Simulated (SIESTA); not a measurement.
Runs of SIESTA 5.4.2 on As. It takes space group Pm-3m (No. 221, cubic). Conventional cell: a = 2.704 Å, b = 2.704 Å, c = 2.704 Å, α = 90.00°, β = 90.00°, γ = 90.00°. As (site symmetry m-3m) is surrounded by 6 As at 2.70 Å. This isn't the form of As at room conditions, which is rhombohedral.

```csv
task,level,potentials or basis,cell,k mesh,optimiser,force tolerance,gap on the mesh (eV),pressure (GPa),V0 of scaled cells (Å³/atom),B0 (GPa)
single point,PBEsol,"PseudoDojo 0.4 standard (PBEsol files), DZP (energy shift 0.003 Ry; two zetas on semicore shells)",as given,10 × 10 × 10,-,-,none,1.3,-,-
equation of state,LDA,"PseudoDojo 0.4 standard (LDA files), DZP (energy shift 0.003 Ry; two zetas on semicore shells)",as given,10 × 10 × 10,-,-,-,-,(a),86
relaxation of cell and atoms,LDA,"PseudoDojo 0.4 standard (LDA files), DZP (energy shift 0.003 Ry; two zetas on semicore shells)",relaxed,7 × 7 × 7,Broyden,0.01 eV/Å,none,0.0,-,-
band structure,PBEsol,"PseudoDojo 0.4 standard (PBEsol files), DZP (energy shift 0.003 Ry; two zetas on semicore shells)",as given,10 × 10 × 10,-,-,none,1.3,-,-
equation of state,PBEsol,"PseudoDojo 0.4 standard (PBEsol files), DZP (energy shift 0.003 Ry; two zetas on semicore shells)",as given,10 × 10 × 10,-,-,-,-,20.03,78
```

Alike in all rows: no spin polarisation; smearing fermi-dirac 0.05 eV; grid cutoff 500 Ry; energy shift 0.003 Ry.

Estimate the missing entries.

(a) 19.66.

Caveats: the basis of atomic orbitals isn't converged, which shifts pressures, moduli and gaps; the relaxation stopped at its first step, so nothing moved (some runs); the fit is doubtful: noisy points or a state that changes with volume (some runs).

A k mesh can miss the band edges, and the runs leave out spin-orbit coupling on As.

A gap of «none» marks a metal or a gap under the smearing width.

Runs at the PBE level aren't shown here.
